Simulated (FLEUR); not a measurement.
# SnTe (Fm-3m) in FLEUR: settings compared, part 2 of 2

FLEUR MaX-R8.1 (later development tree). The steps go on from the part before.

**3. Band structure, PBEsol, spin-orbit coupling, no magnetisation**

Changes to inp.xml since step 2:

```diff
@@ -6,3 +6,3 @@
    <calculationSetup>
-      <cutoffs Kmax="4.1" Gmax="12.7" GmaxXC="12.7" numbands="0"/>
+      <cutoffs Kmax="4.1" Gmax="12.7" GmaxXC="12.7" numbands="all"/>
       <scfLoop itmax="60" minDistance="0.00001" maxIterBroyd="15" imix="Anderson" alpha="0.05" precondParam="0.0" spinf="2.0" sdNocoIR="T"/>
@@ -11,3 +11,3 @@
       <magnetism jspins="1"/>
-      <soc l_soc="F" theta="0.0" phi="0.0" spav="F"/>
+      <soc l_soc="T" theta="0.0" phi="0.0" spav="F"/>
       <expertModes spex="0" secvar="F"/>
```

Contents of crystal.txt:

```
SnTe
&input cartesian=F /
0.0000000000  3.1508500000  3.1508500000
3.1508500000  0.0000000000  3.1508500000
3.1508500000  3.1508500000  0.0000000000
1.8897261246
1.0 1.0 1.0

2
52 0.5000000000  0.5000000000  0.5000000000
50 0.0000000000  0.0000000000  0.0000000000

&soc 0.0 0.0 /
&kpt div1=5 div2=5 div3=5 gamma=T /
```

Changes to inp.xml (bands) since step 2:

```diff
@@ -6,3 +6,3 @@
    <calculationSetup>
-      <cutoffs Kmax="4.1" Gmax="12.7" GmaxXC="12.7" numbands="0"/>
+      <cutoffs Kmax="4.1" Gmax="12.7" GmaxXC="12.7" numbands="all"/>
       <scfLoop itmax="60" minDistance="0.00001" maxIterBroyd="15" imix="Anderson" alpha="0.05" precondParam="0.0" spinf="2.0" sdNocoIR="T"/>
@@ -11,3 +11,3 @@
       <magnetism jspins="1"/>
-      <soc l_soc="F" theta="0.0" phi="0.0" spav="F"/>
+      <soc l_soc="T" theta="0.0" phi="0.0" spav="F"/>
       <expertModes spex="0" secvar="F"/>
```

Potentials or basis: all-electron, FLAPW.

Launch:

```bash
$ inpgen -f crystal.txt -profile fastHighL
$ # inp.xml edited to the form shown
$ fleur_MPI
$ fleur_MPI   # second run, on inp.xml (bands)
```

Log:

```text
Welcome to FLEUR        (www.flapw.de)
      MaX-Release 8.1          (www.max-centre.eu)

 ========== k-point set info ==========
 Selected k-point list: default-1
 k-point list type: mesh
 5 x 5 x 5
 Number of k points: 21

 ------------Calculation Setup---------------------------
 Number of MPI-tasks      :            1
 Number of PE/node        :            1
 Number of OMP-threads    :            1
 Most efficient MPI parallelization for:
           1           3           7          21
 Additional eigenvalue parallelization possible
 Number of basis functions:          615
 Approximate size of matrices (H+S) per k-point:         0.006 GB
 --------------------------------------------------------
 Iteration:     1   Distance:       4.63481817 me/bohr^3
 Iteration:     2   Distance:       4.33329108 me/bohr^3
 Iteration:     3   Distance:       1.75804105 me/bohr^3
 Iteration:     4   Distance:       0.62336359 me/bohr^3
 Iteration:     5   Distance:       0.50773536 me/bohr^3
 Iteration:     6   Distance:       0.05615533 me/bohr^3
 Iteration:     7   Distance:       0.02856625 me/bohr^3
 Iteration:     8   Distance:       0.01682525 me/bohr^3
 Iteration:     9   Distance:       0.00232231 me/bohr^3
 Iteration:    10   Distance:       0.00167557 me/bohr^3
 Iteration:    11   Distance:       0.00021428 me/bohr^3
 Iteration:    12   Distance:       0.00001642 me/bohr^3
 Iteration:    13   Distance:       0.00001694 me/bohr^3
 Iteration:    14   Distance:       0.00000093 me/bohr^3

 ********************************************************************
 Run finished successfully
 Stop message:
   all done
 ********************************************************************
```

output (bands):

```text
Welcome to FLEUR        (www.flapw.de)
      MaX-Release 8.1          (www.max-centre.eu)

 ========== k-point set info ==========
 Selected k-point list: path-1
 k-point list type: path
 Number of k points: 60

 ------------Calculation Setup---------------------------
 Number of MPI-tasks      :            1
 Number of PE/node        :            1
 Number of OMP-threads    :            1
 Most efficient MPI parallelization for:
           1           2           3           4           5           6          10          12          15          20          30          60
 Additional eigenvalue parallelization possible
 Number of basis functions:          615
 Approximate size of matrices (H+S) per k-point:         0.006 GB
 --------------------------------------------------------
 Fermi energy correction for metals:
 Fermi energy in bands.* files may not be consistent with last density.
 Please correct it manually (e.g. in band.gnu file).

 Note: Band structure data (together with different weights) is also stored in the banddos.hdf file.
       A convenient way of extracting and plotting the data from that file is by making use of the

 ********************************************************************
 Run finished successfully
 Stop message:
   Charge density postprocessing done.
 ********************************************************************
```

out.xml (last iteration):

```text
<iteration numberForCurrentRun="   14" overallNumber="   14">
         <energyParameters units="Htr">
            <atomicEP atomType="1" spin="1" branch="5s" branchLowest="-5.61" branchHighest="0.30" value="-0.1734701731"/>
            <atomicEP atomType="1" spin="1" branch="5p" branchLowest="-3.77" branchHighest="0.92" value="0.1270317247"/>
            <atomicEP atomType="1" spin="1" branch="5d" branchLowest="-1.10" branchHighest="2.02" value="0.3751155436"/>
            <atomicEP atomType="1" spin="1" branch="4f" branchLowest="-9.99" branchHighest="1.53" value="0.5333364514"/>
[... 982 lines left out ...]
            </atomTypeDependentContributions>
            <tkbTimesEntropy value="0.0000104122"/>
            <freeEnergy value="-12970.3522121626"/>
            <extrapolationTo0K value="-12970.3522069565"/>
         </totalEnergy>
         <densityConvergence units="me/bohr^3">
            <chargeDensity spin="1" distance="0.0000009260"/>
         </densityConvergence>
      </iteration>
```

It took 33 min on 1 thread of Arm Neoverse V1, shared host; peak memory 0.42 GiB.

Results:

```yaml
Free_energy: -352941.2638 eV
Band_gap_along_the_path: 0.28 eV, direct
Valence_electrons_inside_the_program's_atomic_spheres: Te 20.12; Sn 20.12 (radii Te 2.66, Sn 2.66 bohr)
```

Levels at the corners of the path, in eV from the Fermi level:
```tsv
point	band 42	band 43	band 44	band 45	band 46	band 47
Γ	-1.87	-1.87	-1.87	2.80	2.80	3.60
X	-3.97	-3.54	-3.54	2.10	2.10	4.55
W	-4.78	-0.82	-0.82	0.81	0.81	4.47
K	-3.32	-2.68	-2.68	2.81	2.81	3.24
Γ	-1.87	-1.87	-1.87	2.80	2.80	3.60
L	-1.55	-0.16	-0.16	0.13	0.13	0.28
U	-3.32	-2.68	-2.68	2.81	2.81	3.24
W	-4.78	-0.82	-0.82	0.81	0.81	4.47
L	-1.55	-0.16	-0.16	0.13	0.13	0.28
K	-3.32	-2.68	-2.68	2.81	2.81	3.24
U	-3.32	-2.68	-2.68	2.81	2.81	3.24
X	-3.97	-3.54	-3.54	2.10	2.10	4.55
```

Core levels (eV from the Fermi level):
| atom | levels |
| --- | --- |
| 1 Te | 1s1/2 -31587.2, 2s1/2 -4839.0, 2p1/2 -4534.1, 2p3/2 -4259.8, 3s1/2 -959.2, 3p1/2 -833.9, 3p3/2 -782.7, 4s1/2 -159.5, 3d3/2 -561.4, 3d5/2 -550.7 |
| 2 Sn | 1s1/2 -28976.6, 2s1/2 -4370.2, 2p1/2 -4082.5, 2p3/2 -3852.0, 3s1/2 -840.0, 3p1/2 -723.1, 3p3/2 -681.0, 3d3/2 -474.2, 3d5/2 -465.6 |

Caveat: this odd mesh misses L, where the gap lies, so gap, dielectric constants and Born charges aren't listed.

**4. Band structure, SCAN**

Changes to inp.xml since step 3:

```diff
@@ -6,8 +6,11 @@
    <calculationSetup>
-      <cutoffs Kmax="4.1" Gmax="12.7" GmaxXC="12.7" numbands="all"/>
-      <scfLoop itmax="60" minDistance="0.00001" maxIterBroyd="15" imix="Anderson" alpha="0.05" precondParam="0.0" spinf="2.0" sdNocoIR="T"/>
-      <coreElectrons ctail="T" frcor="F" kcrel="0" coretail_lmax="0"/>
-      <xcFunctional name="PBEs" relativisticCorrections="F"/>
+      <cutoffs Kmax="4.1" Gmax="12.7" GmaxXC="12.7" numbands="0"/>
+      <scfLoop itmax="80" minDistance="0.0001" maxIterBroyd="30" imix="Anderson" alpha="0.05" precondParam="0.0" spinf="2.0" sdNocoIR="T"/>
+      <coreElectrons ctail="F" frcor="F" kcrel="0" coretail_lmax="0"/>
+      <xcFunctional name="LibXC" relativisticCorrections="F">
+         <LibXCName exchange="mgga_x_scan" correlation="mgga_c_scan"/>
+         <AuxGGA exchange="117" correlation="130"/>
+      </xcFunctional>
       <magnetism jspins="1"/>
-      <soc l_soc="T" theta="0.0" phi="0.0" spav="F"/>
+      <soc l_soc="F" theta="0.0" phi="0.0" spav="F"/>
       <expertModes spex="0" secvar="F"/>
```

Edit crystal.txt of step 3 so:

```diff
@@ -12,3 +12,2 @@
 
-&soc 0.0 0.0 /
-&kpt div1=5 div2=5 div3=5 gamma=T /
+&kpt div1=7 div2=7 div3=7 gamma=T /
```

Changes to inp.xml (bands) since step 3:

```diff
@@ -6,8 +6,11 @@
    <calculationSetup>
-      <cutoffs Kmax="4.1" Gmax="12.7" GmaxXC="12.7" numbands="all"/>
-      <scfLoop itmax="60" minDistance="0.00001" maxIterBroyd="15" imix="Anderson" alpha="0.05" precondParam="0.0" spinf="2.0" sdNocoIR="T"/>
-      <coreElectrons ctail="T" frcor="F" kcrel="0" coretail_lmax="0"/>
-      <xcFunctional name="PBEs" relativisticCorrections="F"/>
+      <cutoffs Kmax="4.1" Gmax="12.7" GmaxXC="12.7" numbands="0"/>
+      <scfLoop itmax="80" minDistance="0.0001" maxIterBroyd="30" imix="Anderson" alpha="0.05" precondParam="0.0" spinf="2.0" sdNocoIR="T"/>
+      <coreElectrons ctail="F" frcor="F" kcrel="0" coretail_lmax="0"/>
+      <xcFunctional name="LibXC" relativisticCorrections="F">
+         <LibXCName exchange="mgga_x_scan" correlation="mgga_c_scan"/>
+         <AuxGGA exchange="117" correlation="130"/>
+      </xcFunctional>
       <magnetism jspins="1"/>
-      <soc l_soc="T" theta="0.0" phi="0.0" spav="F"/>
+      <soc l_soc="F" theta="0.0" phi="0.0" spav="F"/>
       <expertModes spex="0" secvar="F"/>
```

Launch:

```bash
$ inpgen -f crystal.txt -profile fastHighL
$ # inp.xml edited to the form shown
$ fleur_MPI
$ fleur_MPI   # second run, on inp.xml (bands)
```

Run time: 86 s. Hardware: 1 thread of Arm Neoverse V1, shared host; peak memory 0.09 GiB.

Results (log left out):

```yaml
Free_energy: -353121.2297 eV
Band_gap_along_the_path: 0.10 eV, direct
Valence_electrons_inside_the_program's_atomic_spheres: Te 20.13; Sn 20.14 (radii Te 2.66, Sn 2.66 bohr)
```

Levels at the corners of the path, in eV from the Fermi level:
| point | band 19 | band 20 | band 21 | band 22 | band 23 | band 24 | band 25 | band 26 |
| --- | --- | --- | --- | --- | --- | --- | --- | --- |
| Γ | -4.98 | -2.42 | -2.42 | -2.42 | 3.32 | 3.32 | 3.32 | 5.07 |
| X | -6.96 | -5.91 | -4.06 | -4.06 | 2.43 | 4.99 | 4.99 | 6.59 |
| W | -7.92 | -5.15 | -5.15 | -0.96 | 0.71 | 4.88 | 4.88 | 6.25 |
| K | -7.96 | -5.51 | -3.53 | -2.94 | 2.98 | 3.20 | 4.42 | 5.74 |
| Γ | -4.98 | -2.42 | -2.42 | -2.42 | 3.32 | 3.32 | 3.32 | 5.07 |
| L | -8.90 | -1.99 | -1.99 | 0.00 | 0.09 | 0.19 | 0.19 | 8.26 |
| U | -7.96 | -5.51 | -3.53 | -2.94 | 2.98 | 3.20 | 4.42 | 5.74 |
| W | -7.92 | -5.15 | -5.15 | -0.96 | 0.71 | 4.88 | 4.88 | 6.25 |
| L | -8.90 | -1.99 | -1.99 | 0.00 | 0.09 | 0.19 | 0.19 | 8.26 |
| K | -7.96 | -5.51 | -3.53 | -2.94 | 2.98 | 3.20 | 4.42 | 5.74 |
| U | -7.96 | -5.51 | -3.53 | -2.94 | 2.98 | 3.20 | 4.42 | 5.74 |
| X | -6.96 | -5.91 | -4.06 | -4.06 | 2.43 | 4.99 | 4.99 | 6.59 |

Core levels (eV from the Fermi level):
| atom | levels |
| --- | --- |
| 1 Te | 1s1/2 -31604.9, 2s1/2 -4841.6, 2p1/2 -4535.3, 2p3/2 -4260.8, 3s1/2 -960.1, 3p1/2 -834.3, 3p3/2 -783.1, 4s1/2 -159.8, 3d3/2 -561.5, 3d5/2 -550.8 |
| 2 Sn | 1s1/2 -28993.2, 2s1/2 -4372.3, 2p1/2 -4083.3, 2p3/2 -3852.6, 3s1/2 -840.6, 3p1/2 -723.3, 3p3/2 -681.1, 3d3/2 -474.1, 3d5/2 -465.4 |

Caveat: this odd mesh misses L, where the gap lies, so gap, dielectric constants and Born charges aren't listed; the meta-GGA is that of a development version, with a GGA for the radial functions and cores and without core tails; spin-orbit coupling is left out, which moves the levels of the heavy elements.

**5. Equation of state, SCAN, 29.40 Å³/atom (volume scaled by 0.94)**

Changes to inp.xml since step 4:

```diff
@@ -27,3 +27,3 @@
       <xi:include xmlns:xi="http://www.w3.org/2001/XInclude" href="sym.xml"> </xi:include>
-      <bulkLattice scale="1.0">
+      <bulkLattice scale="0.9795861087">
          <bravaisMatrix>
```

Launch:

```bash
$ inpgen -f crystal.txt -profile fastHighL
$ # inp.xml edited to the form shown
$ fleur_MPI
```

Run time: 64 s. Hardware: 1 thread of Arm Neoverse V1, shared host; peak memory 0.09 GiB.

It converged, with:

* Free energy: -353121.1725 eV
* Valence electrons inside the program's atomic spheres: Te 20.16; Sn 20.21 (radii Te 2.66, Sn 2.66 bohr)

Caveat: this odd mesh misses L, where the gap lies, so gap, dielectric constants and Born charges aren't listed; the meta-GGA is that of a development version, with a GGA for the radial functions and cores and without core tails.

**6. Equation of state, SCAN, 30.03 Å³/atom (volume scaled by 0.96)**

Changes to inp.xml since step 5:

```diff
@@ -27,3 +27,3 @@
       <xi:include xmlns:xi="http://www.w3.org/2001/XInclude" href="sym.xml"> </xi:include>
-      <bulkLattice scale="0.9795861087">
+      <bulkLattice scale="0.9864848297">
          <bravaisMatrix>
```

Potentials or basis: all-electron, FLAPW.

Launch:

```bash
$ inpgen -f crystal.txt -profile fastHighL
$ # inp.xml edited to the form shown
$ fleur_MPI
```

Run time: 69 s. Hardware: 1 thread of Arm Neoverse V1, shared host; peak memory 0.09 GiB.

Results (log left out):

```yaml
Free_energy: -353121.2008 eV
Valence_electrons_inside_the_program's_atomic_spheres: Te 20.15; Sn 20.19 (radii Te 2.66, Sn 2.66 bohr)
```

Caveat: this odd mesh misses L, where the gap lies, so gap, dielectric constants and Born charges aren't listed; the meta-GGA is that of a development version, with a GGA for the radial functions and cores and without core tails.

**7. Equation of state, SCAN, 31.28 Å³/atom**

Changes to inp.xml since step 6:

```diff
@@ -27,3 +27,3 @@
       <xi:include xmlns:xi="http://www.w3.org/2001/XInclude" href="sym.xml"> </xi:include>
-      <bulkLattice scale="0.9864848297">
+      <bulkLattice scale="1.0000000000">
          <bravaisMatrix>
```

Launch:

```bash
$ inpgen -f crystal.txt -profile fastHighL
$ # inp.xml edited to the form shown
$ fleur_MPI
```

Run time: 72 s. Hardware: 1 thread of Arm Neoverse V1, shared host; peak memory 0.09 GiB.

It converged, with:

```
Free energy                                           : -353121.2297 eV
Valence electrons inside the program's atomic spheres : Te 20.13; Sn 20.14 (radii Te 2.66, Sn 2.66 bohr)
```

Caveat: this odd mesh misses L, where the gap lies, so gap, dielectric constants and Born charges aren't listed; the meta-GGA is that of a development version, with a GGA for the radial functions and cores and without core tails.

**8. Equation of state, SCAN, 32.53 Å³/atom (volume scaled by 1.04)**

Changes to inp.xml since step 7:

```diff
@@ -27,3 +27,3 @@
       <xi:include xmlns:xi="http://www.w3.org/2001/XInclude" href="sym.xml"> </xi:include>
-      <bulkLattice scale="1.0000000000">
+      <bulkLattice scale="1.0131594038">
          <bravaisMatrix>
```

Launch:

```bash
$ inpgen -f crystal.txt -profile fastHighL
$ # inp.xml edited to the form shown
$ fleur_MPI
```

Wall time 77 s (1 thread of Arm Neoverse V1, shared host); peak memory 0.09 GiB.

Results (log left out):

```
Free energy                                           : -353121.2299 eV
Valence electrons inside the program's atomic spheres : Te 20.11; Sn 20.11 (radii Te 2.66, Sn 2.66 bohr)
```

Caveat: this odd mesh misses L, where the gap lies, so gap, dielectric constants and Born charges aren't listed; the meta-GGA is that of a development version, with a GGA for the radial functions and cores and without core tails.

**9. Band structure, LDA**

Changes to inp.xml since step 8:

```diff
@@ -7,8 +7,5 @@
       <cutoffs Kmax="4.1" Gmax="12.7" GmaxXC="12.7" numbands="0"/>
-      <scfLoop itmax="80" minDistance="0.0001" maxIterBroyd="30" imix="Anderson" alpha="0.05" precondParam="0.0" spinf="2.0" sdNocoIR="T"/>
-      <coreElectrons ctail="F" frcor="F" kcrel="0" coretail_lmax="0"/>
-      <xcFunctional name="LibXC" relativisticCorrections="F">
-         <LibXCName exchange="mgga_x_scan" correlation="mgga_c_scan"/>
-         <AuxGGA exchange="117" correlation="130"/>
-      </xcFunctional>
+      <scfLoop itmax="60" minDistance="0.00001" maxIterBroyd="15" imix="Anderson" alpha="0.05" precondParam="0.0" spinf="2.0" sdNocoIR="T"/>
+      <coreElectrons ctail="T" frcor="F" kcrel="0" coretail_lmax="0"/>
+      <xcFunctional name="vwn" relativisticCorrections="F"/>
       <magnetism jspins="1"/>
@@ -27,3 +24,3 @@
       <xi:include xmlns:xi="http://www.w3.org/2001/XInclude" href="sym.xml"> </xi:include>
-      <bulkLattice scale="1.0131594038">
+      <bulkLattice scale="1.0">
          <bravaisMatrix>
```

crystal.txt is that of step 4.

Changes to inp.xml (bands) since step 4:

```diff
@@ -7,8 +7,5 @@
       <cutoffs Kmax="4.1" Gmax="12.7" GmaxXC="12.7" numbands="0"/>
-      <scfLoop itmax="80" minDistance="0.0001" maxIterBroyd="30" imix="Anderson" alpha="0.05" precondParam="0.0" spinf="2.0" sdNocoIR="T"/>
-      <coreElectrons ctail="F" frcor="F" kcrel="0" coretail_lmax="0"/>
-      <xcFunctional name="LibXC" relativisticCorrections="F">
-         <LibXCName exchange="mgga_x_scan" correlation="mgga_c_scan"/>
-         <AuxGGA exchange="117" correlation="130"/>
-      </xcFunctional>
+      <scfLoop itmax="60" minDistance="0.00001" maxIterBroyd="15" imix="Anderson" alpha="0.05" precondParam="0.0" spinf="2.0" sdNocoIR="T"/>
+      <coreElectrons ctail="T" frcor="F" kcrel="0" coretail_lmax="0"/>
+      <xcFunctional name="vwn" relativisticCorrections="F"/>
       <magnetism jspins="1"/>
```

Potentials or basis: all-electron, FLAPW.

Launch:

```bash
$ inpgen -f crystal.txt -profile fastHighL
$ # inp.xml edited to the form shown
$ fleur_MPI
$ fleur_MPI   # second run, on inp.xml (bands)
```

It took 48 s on 1 thread of Arm Neoverse V1, shared host; peak memory 0.07 GiB.

It converged, with:

```
Free energy                                           : -352797.2778 eV
Band gap along the path                               : 0.11 eV, direct
Valence electrons inside the program's atomic spheres : Te 20.14; Sn 20.14 (radii Te 2.66, Sn 2.66 bohr)
```

Levels at the corners of the path, in eV from the Fermi level:
| point | band 20 | band 21 | band 22 | band 23 | band 24 | band 25 |
| --- | --- | --- | --- | --- | --- | --- |
| Γ | -2.15 | -2.15 | -2.15 | 3.26 | 3.26 | 3.26 |
| X | -5.58 | -3.74 | -3.74 | 2.18 | 4.82 | 4.82 |
| W | -4.83 | -4.83 | -0.85 | 0.77 | 4.60 | 4.60 |
| K | -5.18 | -3.25 | -2.75 | 2.97 | 3.03 | 4.17 |
| Γ | -2.15 | -2.15 | -2.15 | 3.26 | 3.26 | 3.26 |
| L | -1.79 | -1.79 | -0.08 | 0.02 | 0.32 | 0.32 |
| U | -5.18 | -3.25 | -2.75 | 2.97 | 3.03 | 4.17 |
| W | -4.83 | -4.83 | -0.85 | 0.77 | 4.60 | 4.60 |
| L | -1.79 | -1.79 | -0.08 | 0.02 | 0.32 | 0.32 |
| K | -5.18 | -3.25 | -2.75 | 2.97 | 3.03 | 4.17 |
| U | -5.18 | -3.25 | -2.75 | 2.97 | 3.03 | 4.17 |
| X | -5.58 | -3.74 | -3.74 | 2.18 | 4.82 | 4.82 |

Core levels (eV from the Fermi level):
```tsv
atom	levels
1 Te	1s1/2 -31567.1, 2s1/2 -4836.5, 2p1/2 -4533.5, 2p3/2 -4259.4, 3s1/2 -958.3, 3p1/2 -833.5, 3p3/2 -782.5, 4s1/2 -159.2, 3d3/2 -561.5, 3d5/2 -550.8
2 Sn	1s1/2 -28957.6, 2s1/2 -4367.9, 2p1/2 -4082.0, 2p3/2 -3851.7, 3s1/2 -839.1, 3p1/2 -722.8, 3p3/2 -680.8, 3d3/2 -474.4, 3d5/2 -465.7
```

Caveat: this odd mesh misses L, where the gap lies, so gap, dielectric constants and Born charges aren't listed; spin-orbit coupling is left out, which moves the levels of the heavy elements.

**10. How close it comes**

Step 2. Against the measured gap of SnTe, 0.18 eV (direct; 300 K; a printed reference work, textbook), the calculated 0.14 eV is off by -0.04 eV. Spin-orbit coupling on Sn, Te is left out. The value is that of PBEsol, without temperature or zero-point motion. Semilocal functionals fall short of measured gaps as a rule.

Step 3. A measured gap of SnTe is 0.18 eV (direct; 300 K; a printed reference work, textbook); the calculated 0.28 eV misses it by +0.10 eV. The value is that of PBEsol, without temperature or zero-point motion.

Step 4. Against the measured gap of SnTe, 0.18 eV (direct; 300 K; a printed reference work, textbook), the calculated 0.10 eV is off by -0.08 eV. Spin-orbit coupling on Sn, Te is left out. The value is that of SCAN, without temperature or zero-point motion.

Step 9. A measured gap of SnTe is 0.18 eV (direct; 300 K; a printed reference work, textbook); the calculated 0.11 eV misses it by -0.07 eV. Spin-orbit coupling on Sn, Te is left out. The value is that of LDA, without temperature or zero-point motion. Semilocal functionals fall short of measured gaps as a rule.
